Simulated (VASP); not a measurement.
## CdO2: equation of state with LDA

The system is CdO2.

```
Cd O
1.0
     3.32985    0.00000    0.00000
    -1.66492    2.88373    0.00000
     0.00000    0.00000    3.52666
Cd O
1 2
Direct
  0.00000 0.00000 0.00000
  0.33333 0.66667 0.28779
  0.66667 0.33333 0.71221
```

The cell comes from a database or a generator and needn't be the stable form of this composition.

* Program: VASP 6.6.1
* Task: equation of state
* Functional: LDA
* Potentials or basis: VASP PAW LDA potentials, release 64 (Cd, O)
* Cutoff: 520 eV
* k mesh: 8 × 8 × 6
* Occupations: fermi-dirac, width 0.05 eV
* Spin: no spin polarisation
* Ladder: gaps
* Further INCAR settings: ALGO = Normal; EDIFF = 1e-07

* Equilibrium volume: 11.32 Å³/atom
* Bulk modulus at fixed shape and positions: 155 GPa
* Pressure derivative of the bulk modulus: 5.0 (rough: it moves with the points fitted)

Energy against volume, from the lowest point:
| volume (Å³/atom) | energy (meV/atom) |
| --- | --- |
| 10.837 | 10.91 |
| 11.062 | 2.94 |
| 11.288 | 0.00 |
| 11.514 | 1.49 |
| 11.740 | 6.94 |

All runs of the series together: 110 s on 1 thread of Intel(R) Xeon(R) Platinum 8488C (Sapphire Rapids), on a shared host.

Caveat: the cell was scaled at fixed shape and fractional positions, which overstates the stiffness of a crystal with free parameters, most of all of layers and chains.
